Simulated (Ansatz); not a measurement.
# Anchor groups on (GeH2)2 between Au (111), adatom

How much does the anchor group change the conductance?

**Method.** Ansatz 0.2.0, plane waves with PAW datasets, PBE, no spin-orbit coupling. The bridge and the tips are relaxed, the rest of the electrodes held; T(E) comes from matching to semi-infinite leads, and G is the program's own average at 300 K. Faces are 3×3 cells of 47 to 74 metal atoms in all. The error column is the largest term of the program's estimate.

What came out:

| ends | G (G₀) | error term of G (%) |
| --- | --- | --- |
| isocyanide ends | 0.0016 | 50 |
| nitrile ends | 0.003 | 59 |
| amine ends | 0.044 | 63 |
| methyl sulfide ends | 0.054 | 47 |
| thiolate ends | 0.16 | 125 |
| bound directly to the metal | 0.59 | 27 |

**Reading.** The conductance runs from 0.0016 G₀ (isocyanide ends) to 0.59 G₀ (bound directly to the metal), 2.6 decades.

Caveats: One built geometry a row, whose anchor torsions and contact lengths can move G severalfold; rows with an error term over 50 % are rough, and junctions over 400 %, saturated chains with a gauche kink, phenylene ethynylenes twisted by over 30°, acetylide ends, chain electrodes and runs without the program's own G are left out. Semilocal functionals put frontier levels too near the Fermi level, so values are too high as a rule, most of all where a resonance reaches the Fermi level. No row is spin-polarised. Runs on some systems are kept out of this data set and are not in the table, so it may lack members of the series.
